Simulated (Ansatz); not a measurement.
Crystal: Co.

```
CELL_PARAMETERS angstrom
2.47056 0.00000 0.00000
-1.23528 2.13957 0.00000
0.00000 0.00000 8.08823
ATOMIC_POSITIONS crystal
Co 0.66667 0.33333 0.75000
Co 0.00000 0.00000 0.50000
Co 0.33333 0.66667 0.25000
Co 0.00000 0.00000 0.00000
```

Base run:

| Quantity | Value |
| --- | --- |
| Program | Ansatz 0.2.0 |
| Functional | PBE |
| Potentials or basis | all-electron LAPW, scalar-relativistic |
| Cutoff | 290 eV |
| Density cutoff | 1161 eV |
| Basis error allowed | 0.002 eV/atom |
| k mesh | 12 × 12 × 4 |
| Occupations | fermi-dirac, width 0.05 eV |
| Spin | collinear spin, ferromagnetic start |
| Starting moments | [2.0, 2.0, 2.0, 2.0] μB |

Its results: pressure 4.6 GPa; net moment 6.61 μB per cell; site moments Co +1.71, +1.69 μB.

The run is repeated on the same cell with these changes: functional from PBE to LDA. What comes out?

Pressure -14.7 GPa; net moment 6.36 μB per cell; site moments Co +1.63, +1.62 μB.

LDA binds more tightly than PBE, so the same cell stands under less pressure.

Not every run made on this cell is shown here.
